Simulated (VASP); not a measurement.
MgO2:

```
CELL_PARAMETERS angstrom
1.60476 0.92651 3.49398
-1.60476 0.92651 3.49398
0.00000 -1.85302 3.49398
ATOMIC_POSITIONS crystal
Mg 0.00000 0.00000 0.00000
O 0.57121 0.57121 0.57121
O 0.42879 0.42879 0.42879
```

The cell comes from a database or a generator and needn't be the stable form of this composition.

Base run:

```yaml
Program: VASP 6.6.1
Functional: PBEsol
Potentials_or_basis: VASP PAW PBE potentials, release 64 (Mg, O)
Cutoff: 520 eV
k_mesh: 10 × 10 × 10
Occupations: gaussian, width 0.02 eV
Spin: no spin polarisation
```

Its results: band gap on the k mesh 2.21 eV, direct; electronic dielectric tensor (diagonal) 2.82, 2.82, 4.14.

Problem. The run is repeated on the same cell with these changes: functional from PBEsol to LDA; potentials or basis from VASP PAW PBE potentials, release 64 (Mg, O) to VASP PAW LDA potentials, release 64 (Mg, O). What comes out?

Solution. Band gap on the k mesh 2.16 eV, direct; electronic dielectric tensor (diagonal) 2.84, 2.84, 4.17.

A k mesh can miss the band edges.
